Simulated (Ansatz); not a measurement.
# C2, 2 atoms: making the run faster

To be measured: the time of a single point at PBE on C2, and which launch flags, input keys and shares of the machine shorten it.

Program: Ansatz 0.2.0 (single point, PBE, plane waves PAW). Host: Arm Neoverse N1, 56 cores, 56 hardware threads, 90 GiB; it was booked for these runs alone, one at a time. Each run is timed once from launch to exit, start-up included.

### 1 What is computed

The cell holds 2 atoms in 18 Å³.

### 2 Baseline

input.yaml

```yaml
crystal:
  lattice:
    - [2.127320, -1.228282, 0.000000]
    - [2.127320, 1.228282, 0.000000]
    - [-1.379070, 0.000000, 3.502830]
  atoms:
    - { symbol: C, position: [0.833356, 0.833356, 0.000093] }
    - { symbol: C, position: [0.166644, 0.166644, 0.999907] }
kpoints:
  mp_grid: { grid: [11, 11, 6] }
hamiltonian:
  xc: pbe
  pseudopotentials: { azcp: { folder: soft_1 } }
scf:
  occupations: { method: fermi_dirac, width: 0.1 }
output: { forces: true, stress: true }
```

The run is started by

```bash
$ taskset -c 8-63 ansatz run input.yaml --backend cpu --max-ram 64GiB --events-out ev --progress --plain --runs-dir out
```

### 3 Change: x lda

Changes to input.yaml since step 2:

```diff
@@ -11,3 +11,3 @@
 hamiltonian:
-  xc: pbe
+  xc: lda
   pseudopotentials: { azcp: { folder: soft_1 } }
```

### 4 Change: f 4

Changes to input.yaml since step 3:

```diff
@@ -11,3 +11,3 @@
 hamiltonian:
-  xc: lda
+  xc: r2scan
   pseudopotentials: { azcp: { folder: soft_1 } }
```

### 5 Change: f 6

Changes to input.yaml since step 4:

```diff
@@ -11,6 +11,7 @@
 hamiltonian:
-  xc: r2scan
-  pseudopotentials: { azcp: { folder: soft_1 } }
+  xc: pbe
+  pseudopotentials: { kind: paw_fr, azcp: { folder: soft_1 } }
+magnetization: { noncollinear: true, spin_orbit: true }
 scf:
   occupations: { method: fermi_dirac, width: 0.1 }
-output: { forces: true, stress: true }
+output: { eigenvalues: true }
```

### 6 Change: f 3

input.yaml

```yaml
crystal:
  lattice:
    - [2.127320, -1.228282, 0.000000]
    - [2.127320, 1.228282, 0.000000]
    - [-1.379070, 0.000000, 3.502830]
  atoms:
    - { symbol: C, position: [0.833356, 0.833356, 0.000093] }
    - { symbol: C, position: [0.166644, 0.166644, 0.999907] }
kpoints:
  mp_grid: { grid: [11, 11, 6] }
  band_path: { path: [[0, 0, 0], [0.5, 0, 0], [0.5, 0.5, 0], [0, 0, 0], [0.5, 0.5, 0.5]], npoints: 15 }
hamiltonian:
  xc: pbe
  pseudopotentials: { azcp: { folder: soft_1 } }
scf:
  occupations: { method: fermi_dirac, width: 0.1 }
output: { eigenvalues: true, dos: {} }
```

### 7 Change: f 8

input.yaml

```yaml
crystal:
  lattice:
    - [2.127320, -1.228282, 0.000000]
    - [2.127320, 1.228282, 0.000000]
    - [-1.379070, 0.000000, 3.502830]
  atoms:
    - { symbol: C, position: [0.833356, 0.833356, 0.000093] }
    - { symbol: C, position: [0.166644, 0.166644, 0.999907] }
kpoints:
  mp_grid: { grid: [11, 11, 6] }
hamiltonian:
  xc: pbe
  pseudopotentials: { kind: all_electron, lapw: {} }
scf:
  occupations: { method: fermi_dirac, width: 0.1 }
output: { forces: true, stress: true }
```

### 8 Change: f 150

Changes to input.yaml since step 7:

```diff
@@ -11,4 +11,4 @@
 hamiltonian:
-  xc: pbe
-  pseudopotentials: { kind: all_electron, lapw: {} }
+  xc: hse06
+  pseudopotentials: { azcp: { folder: soft_1 } }
 scf:
```

### 9 Change: f 20

Changes to input.yaml since step 8:

```diff
@@ -11,3 +11,3 @@
 hamiltonian:
-  xc: hse06
+  xc: pbe
   pseudopotentials: { azcp: { folder: soft_1 } }
@@ -15,2 +15,2 @@
   occupations: { method: fermi_dirac, width: 0.1 }
-output: { forces: true, stress: true }
+phonons: { method: dfpt, qpoints: [[0, 0, 0]] }
```

(Steps that only read results are left out.)

Q: Predict the timings and the best choice. Wanted: reference; best change; worst change.

As calculated:

| quantity | value |
| --- | --- |
| reference | 0.39 s on 56 threads |
| best change | none beyond the noise |
| worst change | f 150: 17 times as slow |

In words: Changes under about 78 % are taken as noise (0.3 s of jitter at start-up on so short a run). No change beats the defaults here. f 150 costs most. The figures hold for this build, input and host.
